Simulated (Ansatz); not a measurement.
## Ga2O3: O vacancy

Computed with the plane-wave PAW code Ansatz (scalar-relativistic, PAW set soft_2): PBEsol, collinear spin, 420 eV cutoff, k-mesh 2×2×2 shifted by half a step.

The relaxed host crystal (Kohn–Sham gap 2.22 eV over the whole zone):

```
Ga O
1.0
     6.13871   -1.52366    0.00364
     6.13871    1.52366    0.00364
    -1.38044    0.00000    5.64415
Ga O
4 6
Direct
  0.34127 0.34127 0.68542
  0.65873 0.65873 0.31458
  0.90948 0.90948 0.20461
  0.09052 0.09052 0.79539
  0.50377 0.50377 0.74407
  0.49623 0.49623 0.25593
  0.82678 0.82678 0.43723
  0.17322 0.17322 0.56277
  0.16527 0.16527 0.10959
  0.83473 0.83473 0.89041
```

Supercell of 40 atoms, rows of the matrix [[0,-1,-1],[-2,1,0],[-2,2,-1]] times the cell vectors; O vacancy at (0.504, 0.504, 0.744) in fractions of the cell above. Atoms are relaxed at the host's cell, from a start shaken by 0.03 Å near the defect; charged cells sit in a uniform background.

Task: How does the lattice relax around the defect, and where do the electrons go?

Result: Nearest atoms to the empty O site: in the perfect crystal Ga 1.84 Å, Ga 1.84 Å, Ga 1.94 Å; charge +2: Ga 2.21 Å, Ga 2.22 Å, Ga 2.69 Å; charge +1: Ga 1.82 Å, Ga 1.82 Å, Ga 2.16 Å; charge 0: Ga 1.60 Å, Ga 1.60 Å, Ga 2.11 Å.

The largest move of an atom from its ideal place is 0.9 Å at charge +2, 0.2 Å at charge +1, 0.3 Å at charge 0, so the cell at charge +2 rearranged and didn't merely relax.

| charge | moment of the cell (μB) | gap of the cell on the mesh (eV) | carriers |
| --- | --- | --- | --- |
| +2 | 0.00 | 2.69 | none in the bands |
| +1 | 1.00 | 0.58 | none in the bands |
| 0 | 0.00 | 2.70 | none in the bands |

On this mesh the host's own supercell has a gap of 3.17 eV.

Formation energy of the neutral defect: 4.00 eV, taking atoms from and to the elements' standard states (no corrections for gases), so it belongs to those chemical potentials alone.

Caveats: at charge +2: net starting moment lost; at charge 0: net starting moment lost; semilocal functionals make gaps too small, which shifts levels too; small supercell, so energies and levels can be off by tenths of an eV; one random start near the defect, so other minima are possible.
